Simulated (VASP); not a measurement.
# Ga (Fd-3m) in VASP: notebook, part 2 of 3

VASP 6.6.1.

**3. Single point, revPBE**

This run uses another cell than the first one, of 23.13 Å³/atom, 0.880 times its volume.

Contents of INCAR:

```
SYSTEM = Ga
ALGO = Fast
EDIFF = 1E-6
ENCUT = 520
GGA = RE
ISIF = 2
ISMEAR = -1
LASPH = .TRUE.
LCHARG = .TRUE.
LELF = .TRUE.
LREAL = .FALSE.
LVHAR = .TRUE.
LWAVE = .FALSE.
NBANDS = 20
NELM = 60
PREC = Accurate
SIGMA = 0.1
```

Contents of KPOINTS:

```
k-points
0
G
  10 10 10
  0 0 0
```

Contents of POSCAR:

```
Ga
1.0
    0.0000000000      2.8492282417      2.8492282417
    2.8492282417      0.0000000000      2.8492282417
    2.8492282417      2.8492282417      0.0000000000
Ga
2
Direct
    0.1250000000      0.1250000000      0.1250000000
    0.8750000000      0.8750000000      0.8750000000
```

Potentials or basis: VASP PAW PBE potentials, release 64 (Ga_d).

On the command line:

```sh
$ cat potpaw_PBE.64/Ga_d/POTCAR > POTCAR
$ mpirun -np 1 vasp_std > vasp.out
```

OUTCAR:

```text
SYSTEM = Ga
   EDIFF = 1E-6
   ENCUT = 520
   GGA = RE
   ISIF = 2
   ISMEAR = -1
   LASPH = .TRUE.
   LREAL = .FALSE.
   NELM = 60
   PREC = Accurate

 ion  position               nearest neighbor table
   1  0.125  0.125  0.125-   2 2.47   2 2.47   2 2.47   2 2.47
   2  0.875  0.875  0.875-   1 2.47   1 2.47   1 2.47   1 2.47

  LATTYP: Found a face centered cubic cell.
 ALAT       =     5.6984564834

  Lattice vectors:

 A1 = (   0.0000000000,   2.8492282417,   2.8492282417)
 A2 = (   2.8492282417,   0.0000000000,   2.8492282417)
 A3 = (   2.8492282417,   2.8492282417,   0.0000000000)

Analysis of symmetry for initial positions (statically):
=====================================================================
 Subroutine PRICEL returns:
 Original cell was already a primitive cell.

 Routine SETGRP: Setting up the symmetry group for a
 face centered cubic supercell.

 Subroutine GETGRP returns: Found 48 space group operations
 (whereof 12 operations were pure point group operations)
 out of a pool of 48 trial point group operations.

The static configuration has the point symmetry D_3d.
 The point group associated with its full space group is O_h .

Analysis of symmetry for dynamics (positions and initial velocities):
=====================================================================
 Subroutine PRICEL returns:
 Original cell was already a primitive cell.

 Routine SETGRP: Setting up the symmetry group for a
 face centered cubic supercell.

 Subroutine GETGRP returns: Found 48 space group operations
 (whereof 12 operations were pure point group operations)
 out of a pool of 48 trial point group operations.

The dynamic configuration has the point symmetry D_3d.
 The point group associated with its full space group is O_h .

 Subroutine INISYM returns: Found 48 space group operations
 (whereof 12 operations are pure point group operations),
 and found     1 'primitive' translations

----------------------------------------------------------------------------------------

                                     Primitive cell

[... 104 lines left out ...]
   EFERMI =   0.00;   METHOD = LEGACY
   ISMEAR =    -1;   SIGMA  =   0.10  broadening in eV -4-tet -1-fermi 0-gaus
   EFERMI_NEDOS =   21; number of points for ismear=-14 and -15
   IALGO  =     68    algorithm
   IMIX   =      4    mixing-type and parameters
     AMIX     =   0.40;   BMIX     =  1.00
     AMIX_MAG =   1.60;   BMIX_MAG =  1.00
  volume/ion in A,a.u.               =      23.13       156.09
  Fermi-wavevector in a.u.,A,eV,Ry     =   1.351021  2.553059 24.834133  1.825257
  Thomas-Fermi vector in A             =   2.478477
   LORBIT       =      0    0 simple, 1 ext, 2 COOP (PROOUT), +10 PAW based schemes
   GGA     = RE    functional components
   LHFCALC =     F    Hartree Fock is set to
   AEXX    =    0.0000 exact exchange contribution
   IVDW    =     0    specifies the selected vdW correction
   LEPSILON=     F    determine dielectric tensor
   LRPA    =     F    only Hartree local field effects (RPA)
 non-spin polarized calculation
 RMM-DIIS sequential band-by-band and
  energy-cutoff  :      520.00
  volume of cell :       46.26
 maximum number of plane-waves:      1266
 NGX is ok and might be reduce to    30
   NGX = 15   NGY = 15   NGZ = 15

 number of electron      26.0000009 magnetization

 Free energy of the ion-electron system (eV)
  ---------------------------------------------------
  ext. energy  EPLUGINS =         0.00000000
  ---------------------------------------------------
  free energy    TOTEN  =        -4.61912970 eV

  energy without entropy =       -4.58079214  energy(sigma->0) =       -4.59996092

 E-fermi :   3.2963     XC(G=0):  -9.6119

 val. band max:        3.2581280744   @ k =   0.5000   0.3000   0.1000
 cond. band min:       3.4675968965   @ k =  -0.3000   0.3000   0.1000
 fundamental gap:      0.2094688221
 Fermi energy:         3.2962758541

 k-point     1 :       0.0000    0.0000    0.0000
  band No.  band energies     occupation
      1     -11.5673      2.00000
      2     -11.5673      2.00000
      3     -11.5673      2.00000
      4     -11.5204      2.00000
      5     -11.5204      2.00000
      6     -11.1499      2.00000
[... 541 lines left out ...]
     19      16.2033      0.00000
     20      17.1345      0.00000

 [... further k-points ...]
[... 5 lines left out ...]
  --------------------------------------------------------------------------------------
  -------------------------------------------------------------------------------------
  Total        1.6613176      1.6613176      1.6613176     -0.0000000      0.0000000      0.0000000
  in kB       57.5375703     57.5375703     57.5375703     -0.0000000      0.0000000      0.0000000
  external PRESSURE =      57.5375703 kB  Pullay stress =       0.0000000 kB

 VOLUME and BASIS-vectors are now :
 -----------------------------------------------------------------------------
  energy-cutoff  :      520.00
  volume of cell :       46.26
      direct lattice vectors                 reciprocal lattice vectors
     0.000000000  2.849228242  2.849228242    -0.175486117  0.175486117  0.175486117
     2.849228242  0.000000000  2.849228242     0.175486117 -0.175486117  0.175486117
     2.849228242  2.849228242  0.000000000     0.175486117  0.175486117 -0.175486117

 POSITION                                       TOTAL-FORCE (eV/Angst)
 -----------------------------------------------------------------------------------
      0.71231      0.71231      0.71231         0.000000     -0.000000      0.000000
      4.98615      4.98615      4.98615        -0.000000      0.000000     -0.000000
 -----------------------------------------------------------------------------------
    total drift:                               -0.000000      0.000000      0.000000

  FREE ENERGIE OF THE ION-ELECTRON SYSTEM (eV)
  ---------------------------------------------------
  free  energy   TOTEN  =        -4.6191296957 eV

  energy  without entropy=       -4.5807921418  energy(sigma->0) =       -4.59996092
```

It took 55 s on 1 thread of Intel Xeon Platinum 8259CL at 2.50GHz (Skylake/Cascade Lake), shared host; peak memory 0.18 GiB.

What came out:

- Free energy: -4.6191 eV
- Pressure: 5.8 GPa
- Band gap on the k mesh: none (metal or under the smearing width)

Caveat: the PAW data sets were made with another functional, which shifts forces and pressure a little.

**4. Single point, revPBE**

Contents of INCAR:

```
PREC     = Accurate       # precision mode
ENCUT    = 520            # plane-wave cutoff, eV
EDIFF    = 1E-6           # SCF threshold, eV
ISMEAR   = -1             # smearing method
SIGMA    = 0.1            # smearing width, eV
LREAL    = False          # projectors in reciprocal space
LASPH    = True           # aspherical terms in the spheres
NELM     = 80             # most SCF steps
ALGO     = Normal         # electronic algorithm
ISIF     = 2              # what is computed and relaxed
LWAVE    = False          # write WAVECAR
LCHARG   = True           # write CHGCAR
GGA      = RE             # functional
LELF     = True           # ELF
LVHAR    = True         
NBANDS   = 20             # bands
```

Contents of KPOINTS:

```
regular mesh
0
Gamma
  10 10 10
```

Contents of POSCAR:

```
Ga
1.0
    0.0000000000      2.9732608774      2.9732608774
    2.9732608774      0.0000000000      2.9732608774
    2.9732608774      2.9732608774      0.0000000000
Ga
2
Direct
    0.1250000000      0.1250000000      0.1250000000
    0.8750000000      0.8750000000      0.8750000000
```

Potentials or basis: VASP PAW PBE potentials, release 64 (Ga_d).

On the command line:

```sh
$ cat potpaw_PBE.64/Ga_d/POTCAR > POTCAR
$ mpirun -np 1 vasp_std > vasp.out
```

OUTCAR:

```text
PREC = Accurate
   ENCUT = 520
   EDIFF = 1E-6
   ISMEAR = -1
   LREAL = False
   LASPH = True
   NELM = 80
   ISIF = 2
   GGA = RE

 ion  position               nearest neighbor table
   1  0.125  0.125  0.125-   2 2.57   2 2.57   2 2.57   2 2.57
   2  0.875  0.875  0.875-   1 2.57   1 2.57   1 2.57   1 2.57

  LATTYP: Found a face centered cubic cell.
 ALAT       =     5.9465217548

  Lattice vectors:

 A1 = (   0.0000000000,   2.9732608774,   2.9732608774)
 A2 = (   2.9732608774,   0.0000000000,   2.9732608774)
 A3 = (   2.9732608774,   2.9732608774,   0.0000000000)

Analysis of symmetry for initial positions (statically):
=====================================================================
 Subroutine PRICEL returns:
 Original cell was already a primitive cell.

 Routine SETGRP: Setting up the symmetry group for a
 face centered cubic supercell.

 Subroutine GETGRP returns: Found 48 space group operations
 (whereof 12 operations were pure point group operations)
 out of a pool of 48 trial point group operations.

The static configuration has the point symmetry D_3d.
 The point group associated with its full space group is O_h .

Analysis of symmetry for dynamics (positions and initial velocities):
=====================================================================
 Subroutine PRICEL returns:
 Original cell was already a primitive cell.

 Routine SETGRP: Setting up the symmetry group for a
 face centered cubic supercell.

 Subroutine GETGRP returns: Found 48 space group operations
 (whereof 12 operations were pure point group operations)
 out of a pool of 48 trial point group operations.

The dynamic configuration has the point symmetry D_3d.
 The point group associated with its full space group is O_h .

 Subroutine INISYM returns: Found 48 space group operations
 (whereof 12 operations are pure point group operations),
 and found     1 'primitive' translations
[... 103 lines left out ...]
   POTIM  = 0.5000    time-step for ionic-motion
   TEBEG  =    0.0;   TEEND  =   0.0 temperature during run
   PSTRESS=    0.0 pullay stress
   NELECT =      26.0000    total number of electrons
   NUPDOWN=      -1.0000    fix difference up-down
   EMIN   =  10.00;   EMAX   =-10.00  energy-range for DOS
   EFERMI =   0.00;   METHOD = LEGACY
   ISMEAR =    -1;   SIGMA  =   0.10  broadening in eV -4-tet -1-fermi 0-gaus
   EFERMI_NEDOS =   21; number of points for ismear=-14 and -15
   IALGO  =     38    algorithm
   IMIX   =      4    mixing-type and parameters
     AMIX     =   0.40;   BMIX     =  1.00
     AMIX_MAG =   1.60;   BMIX_MAG =  1.00
  volume/ion in A,a.u.               =      26.28       177.38
  Fermi-wavevector in a.u.,A,eV,Ry     =   1.294662  2.446556 22.805387  1.676149
  Thomas-Fermi vector in A             =   2.426230
   LORBIT       =      0    0 simple, 1 ext, 2 COOP (PROOUT), +10 PAW based schemes
   GGA     = RE    functional components
   LHFCALC =     F    Hartree Fock is set to
   AEXX    =    0.0000 exact exchange contribution
   IVDW    =     0    specifies the selected vdW correction
   LEPSILON=     F    determine dielectric tensor
   LRPA    =     F    only Hartree local field effects (RPA)
 non-spin polarized calculation
  energy-cutoff  :      520.00
  volume of cell :       52.57
 maximum number of plane-waves:      1428
   NGX = 15   NGY = 15   NGZ = 15

 number of electron      26.0000028 magnetization

 Free energy of the ion-electron system (eV)
  ---------------------------------------------------
  ext. energy  EPLUGINS =         0.00000000
  ---------------------------------------------------
  free energy    TOTEN  =        -4.72010942 eV

  energy without entropy =       -4.67717107  energy(sigma->0) =       -4.69864025

 E-fermi :   2.4788     XC(G=0):  -9.0296

 val. band max:        2.4469777182   @ k =   0.5000   0.3000   0.0000
 cond. band min:       2.4828274134   @ k =   0.5000   0.3000   0.1000
 fundamental gap:      0.0358496952
 Fermi energy:         2.4788240890

 k-point     1 :       0.0000    0.0000    0.0000
  band No.  band energies     occupation
      1     -12.2999      2.00000
      2     -12.2999      2.00000
      3     -12.2999      2.00000
      4     -12.2622      2.00000
      5     -12.2622      2.00000
      6     -11.9816      2.00000
[... 541 lines left out ...]
     19      13.9029      0.00000
     20      15.2079      0.00000

 [... further k-points ...]
[... 5 lines left out ...]
  --------------------------------------------------------------------------------------
  -------------------------------------------------------------------------------------
  Total        0.0345733      0.0345733      0.0345733      0.0000000      0.0000000      0.0000000
  in kB        1.0537118      1.0537118      1.0537118      0.0000000      0.0000000      0.0000000
  external PRESSURE =       1.0537118 kB  Pullay stress =       0.0000000 kB

 VOLUME and BASIS-vectors are now :
 -----------------------------------------------------------------------------
  energy-cutoff  :      520.00
  volume of cell :       52.57
      direct lattice vectors                 reciprocal lattice vectors
     0.000000000  2.973260877  2.973260877    -0.168165533  0.168165533  0.168165533
     2.973260877  0.000000000  2.973260877     0.168165533 -0.168165533  0.168165533
     2.973260877  2.973260877  0.000000000     0.168165533  0.168165533 -0.168165533

 POSITION                                       TOTAL-FORCE (eV/Angst)
 -----------------------------------------------------------------------------------
      0.74332      0.74332      0.74332        -0.000000     -0.000000     -0.000000
      5.20321      5.20321      5.20321         0.000000      0.000000      0.000000
 -----------------------------------------------------------------------------------
    total drift:                                0.000000      0.000000     -0.000000

  FREE ENERGIE OF THE ION-ELECTRON SYSTEM (eV)
  ---------------------------------------------------
  free  energy   TOTEN  =        -4.7201094249 eV

  energy  without entropy=       -4.6771710690  energy(sigma->0) =       -4.69864025
```

stdout:

```text
POSCAR found type information on POSCAR Ga
 POSCAR found :  1 types and       2 ions
 scaLAPACK will be used
 -----------------------------------------------------------------------------
|                                                                             |
|                                                                             |
|     You enforced a specific xc type in the INCAR file but a different       |
|     I HOPE YOU KNOW WHAT YOU ARE DOING!                                     |
|                                                                             |
 -----------------------------------------------------------------------------

 LDA part: xc-table for (Slater+PW92), standard interpolation
 POSCAR, INCAR and KPOINTS ok, starting setup
 FFT: planning ... GRIDC
 FFT: planning ... GRID_SOFT
 FFT: planning ... GRID
 WAVECAR not read
 entering main loop
```

It took 40 s on 1 thread of Intel Xeon Platinum 8259CL at 2.50GHz (Skylake/Cascade Lake), shared host; peak memory 0.19 GiB.

Results:

| Property | Result |
| --- | --- |
| Free energy | -4.7201 eV |
| Pressure | 0.1 GPa |
| Band gap on the k mesh | none (metal or under the smearing width) |

Caveat: the PAW data sets were made with another functional, which shifts forces and pressure a little.

(Continued in part 3 of 3.)
